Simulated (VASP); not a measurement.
Wanted: the native input for a VASP 6.6.1 run.

| Quantity | Value |
| --- | --- |
| Task | relaxation of cell and atoms |
| Functional | PBE |
| Potentials or basis | VASP PAW PBE potentials, release 64 (Ga_d, Sb) |
| Cutoff | 520 eV |
| k mesh | 4 × 4 × 4 |
| Occupations | gaussian, width 0.02 eV |
| Spin | no spin polarisation |
| Further INCAR settings | ALGO = Normal; EDIFF = 1e-07; IBRION = 2; EDIFFG = -0.002; NSW = 80; ISIF = 3 |

The structure of GaSb lies in POSCAR:

```
GaSb                                    
1.0
    0.0000000000      3.1234735642      3.1234735642
    3.1234735642      0.0000000000      3.1234735642
    3.1234735642      3.1234735642      0.0000000000
  Ga              Sb            
     1     1
Direct
     0.0000000000000000    0.0000000000000000    0.0000000000000000
     0.2500000000000000    0.2500000000000000    0.2500000000000000
```

One way to write it, as run:

INCAR

```
SYSTEM = GaSb
  PREC = Accurate
  ENCUT = 520
  EDIFF = 1E-7
  ISMEAR = 0
  SIGMA = 0.02
  LREAL = .False.
  LASPH = .True.
  NELM = 60
  ALGO = Normal
  ISIF = 3
  LWAVE = .False.
  LCHARG = .False.
  GGA = PE
  IBRION = 2
  NSW = 80
  EDIFFG = -0.002
```

KPOINTS

```
regular mesh
0
Gamma
  4 4 4
  0 0 0
```

Potentials or basis: VASP PAW PBE potentials, release 64 (Ga_d, Sb).

The run is started by

```sh
$ cat potpaw_PBE.64/Ga_d/POTCAR potpaw_PBE.64/Sb/POTCAR > POTCAR
$ mpirun -np 1 vasp_std > vasp.out
```

It gave:

* Relaxed volume: 30.48 Å³/atom
* Relaxed cell: a = 4.418 Å, b = 4.418 Å, c = 4.418 Å, α = 60.00°, β = 60.00°, γ = 60.00°
* Space group after relaxing (to 0.05 Å): F-43m (No. 216)
* Energy gained by relaxing: 0.0 meV/atom
* Ionic steps: 2
* Pressure after relaxing: 0.0 GPa
* Band gap on the k mesh: none (metal or under the smearing width)

Caveat: the k mesh is coarse (spacing up to 0.44 Å⁻¹), so the values aren't converged; this crystal is a semiconductor, whose small gap the functional closes, so the metal is an error of the method.

Run time: 15 s on 1 thread of Intel(R) Xeon(R) Platinum 8259CL CPU @ 2.50GHz (Skylake/Cascade Lake), on a shared host, peak memory 0.2 GiB.
